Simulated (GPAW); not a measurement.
# CdS (Greenockite): G0W0 with GPAW, start to end

Aim: the G0W0 gap of CdS (Greenockite) on PBE, step by step.

Program: GPAW 26.7.0. Level of theory: PBE and many-body steps on it, plane waves. Results are calculated unless marked as measured.

Most raw output is cut from this account.

The database entry behind the starting cell differs from later determinations by our own check (about 0.35 % long), so it need not match the best structure at ambient conditions.

**1. The starting structure**

Symmetry: P6_3mc, No. 186, hexagonal system. Conventional cell: a = 4.150 Å, b = 4.150 Å, c = 6.737 Å, α = 90.00°, β = 90.00°, γ = 120.00°. Nearest to Cd lie 4 S at 2.53 to 2.54 Å. Nearest to S lie 4 Cd at 2.53 to 2.54 Å. Farther neighbours and most contacts between anions are not listed.

The cell and positions come from the Crystallography Open Database and are kept as given unless a step says otherwise.

**2. Ground state**

This step: GPAW 26.7.0; DFT, PBE, plane waves, PAW.

The ground-state density comes first.

The input, run.py:

```python
import json
import numpy as np
from gpaw.mpi import world
from ase import Atoms
from gpaw import GPAW, PW, FermiDirac

atoms = Atoms(['Cd', 'Cd', 'S', 'S'],
    cell=[[4.1500000000, 0.0000000000, 0.0000000000],
      [-2.0750000000, 3.5940054257, 0.0000000000],
      [0.0000000000, 0.0000000000, 6.7370000000]],
    scaled_positions=[[0.3333333333, 0.6666666667, 0.0000000000],
      [0.6666666667, 0.3333333333, 0.5000000000],
      [0.3333333333, 0.6666666667, 0.3750000000],
      [0.6666666667, 0.3333333333, 0.8750000000]],
    pbc=(True, True, True))
calc = GPAW(mode=PW(450),
    xc='PBE',
    kpts={'size': (6, 6, 4), 'gamma': True},
    occupations=FermiDirac(0.001),
    nbands=-8,
    convergence={'density': 1e-6, 'bands': -3},
    maxiter=100,
    txt='gs.txt')
atoms.calc = calc
res = {'energy': atoms.get_potential_energy()}
kpts = calc.get_ibz_k_points()
res['kpts'] = kpts
res['eigenvalues'] = [calc.get_eigenvalues(kpt=k) for k in range(len(kpts))]
res['n_electrons'] = calc.get_number_of_electrons()
calc.write('gs.gpw')

if world.rank == 0:
    with open('result.json', 'w') as f:
        json.dump(res, f, default=lambda x: x.tolist())
```

Run with:

```sh
mpirun -n 8 gpaw python run.py
```

The job ended after 7.3 s (8 MPI ranks of Intel Xeon 6975P-C (Granite Rapids), shared host; peak memory 1.4 GiB; 48 s of CPU time).

Numbers from this step:

| Item | Value |
| --- | --- |
| total energy | -12.60 eV |
| gap | 1.178 eV |
| k of the valence top | 0, 0, 0 |
| k of the conduction bottom | 0, 0, 0 |
| least direct gap | 1.178 eV |

The gap is direct, at Γ.

**3. Empty states on the mesh, 3×3×4 mesh, 655 bands**

The sums over transitions need many empty states on a uniform mesh; this step solves for them.

The input, run.py:

```python
import json
import numpy as np
from gpaw.mpi import world
from gpaw import GPAW

calc = GPAW('gs.gpw').fixed_density(kpts={'size': (3, 3, 4), 'gamma': True},
    parallel={'domain': 1, 'band': 1},
    txt='nscf.txt')
calc.diagonalize_full_hamiltonian(nbands=655)
calc.write('full.gpw', mode='all')
res = {}
kpts = calc.get_ibz_k_points()
res['kpts'] = kpts
res['eigenvalues'] = [calc.get_eigenvalues(kpt=k) for k in range(len(kpts))]
res['n_electrons'] = calc.get_number_of_electrons()

if world.rank == 0:
    with open('result.json', 'w') as f:
        json.dump(res, f, default=lambda x: x.tolist())
```

Run with:

```sh
mpirun -n 8 gpaw python run.py
```

Wall time 19 s (8 MPI ranks); peak memory 3.9 GiB.

Numbers from this step:

```
gap                                                           : 1.178 eV
k of the valence top                                          : 0, 0, 0
k of the conduction bottom                                    : 0, 0, 0
least direct gap                                              : 1.178 eV
k points computed                                             : 10
lowest point of the top converged band, above the valence top : 189.7169 eV
```

On this mesh the gap is 1.178 eV.

**4. Screening and self-energy, 3×3×4 mesh, 299 bands, screening to 120 eV**

Now the one-shot GW correction: screening in the RPA, then the self-energy of the levels asked for.

This step: G0W0 on PBE, plane waves, PAW.

The input, run.py:

```python
import json
import numpy as np
from gpaw.mpi import world
from gpaw.response.g0w0 import G0W0

gw = G0W0('full.gpw',
    filename='gw',
    kpts=[0],
    bands=(16, 20),
    ecut=120,
    nbands=299,
    integrate_gamma='WS',
    ppa=True)
gw.calculate()
res = {mode: {k: v for k, v in r.items() if k != 'sigma_eskwn'}
       for mode, r in gw.all_results.items()}

if world.rank == 0:
    with open('result.json', 'w') as f:
        json.dump(res, f, default=lambda x: x.tolist())
```

Run with:

```sh
mpirun -n 8 gpaw python run.py
```

The job ended after 77 s (8 MPI ranks; peak memory 3.3 GiB; 9.6 min of CPU time).

This step gave:

| Property | Result |
| --- | --- |
| G0W0 gap on the points computed | 2.084 eV |
| least direct G0W0 gap on the computed points | 2.084 eV |
| Z at the valence top | 0.7839 |
| Z at the conduction bottom | 0.8132 |
| starting gap on the mesh | 1.178 eV |
| k of the valence top | 0, 0, 0 |
| k of the conduction bottom | 0, 0, 0 |

The gap on the mesh goes from 1.18 eV to 2.08 eV, a correction of +0.91 eV.

Limits: finite bands, cutoff and mesh; no spin-orbit coupling; coarse k mesh. v1 is the top filled band, c1 the lowest empty one. The levels before and after the correction (eV, zero at the valence-band top of each column):

```tsv
	conduction bottom	valence top
Kohn-Sham	1.18	0.00
G0W0	2.08	0.00
```

```tsv
	level	energy (eV)
Kohn-Sham	Γ v2-v1	0.000
Kohn-Sham	Γ c1	1.178
Kohn-Sham	Γ c2	2.773
G0W0	Γ v2-v1	0.000
G0W0	Γ c1	2.084
G0W0	Γ c2	3.836
```

**5. Where the time went**

Times are wall times on 8 MPI ranks of Intel Xeon 6975P-C (Granite Rapids), shared host, good to a factor of about two.

```tsv
step	time	share	memory (GiB)
ground state	7.3 s	7 %	1.4
empty states on the mesh	19 s	19 %	3.9
screening and self-energy	77 s	74 %	3.3
```

**6. Outcome**

```yaml
pbe_gap: 1.18 eV, direct
g0w0_gap_on_the_mesh: 2.08 eV
gw_settings: 3×3×4 mesh, 299 bands, screening to 120 eV, Godby-Needs plasmon pole
known_limits: not at the basis limit; no spin-orbit coupling; coarse k mesh
```

In words: G0W0 moves the gap on the mesh from 1.18 eV to 2.08 eV (+0.91 eV), with Z of 0.78 and 0.81 at the edges. Only 1 of the mesh's irreducible points was corrected, so a valley elsewhere could overtake. The dearest step here is «screening and self-energy». Bands and cutoff are finite, so the gap is not at the basis limit. The miss can reach some tenths of an eV and take either sign; the mesh is an error of its own. These stock PAW sets were not made for GW. In the G0W0 run levels were corrected at 1 k point alone, so a gap called «on the mesh» is the least over those, and an edge elsewhere would be missed. The 3×3×4 mesh is coarse for this cell, which bears on the long-range parts of exchange and screening. The many-body steps are scalar-relativistic: spin-orbit coupling is not in them.

[Paths, hosts, dates, memory and timing lines, banners, echoed tables and standing remarks are left out of the program output.]

[Logs are printed without paths, hosts, clocks, repeated set-up lines and the standing remarks that a program may print on its own settings, such as how far it seeks lower states.]

[Runs of the session that timed out or met a known fault of the program may be left out.]

[Hosts, paths, dates, database ids (printed as entryN), source tags and the programs' standing remarks are cut or masked in the printed files.]
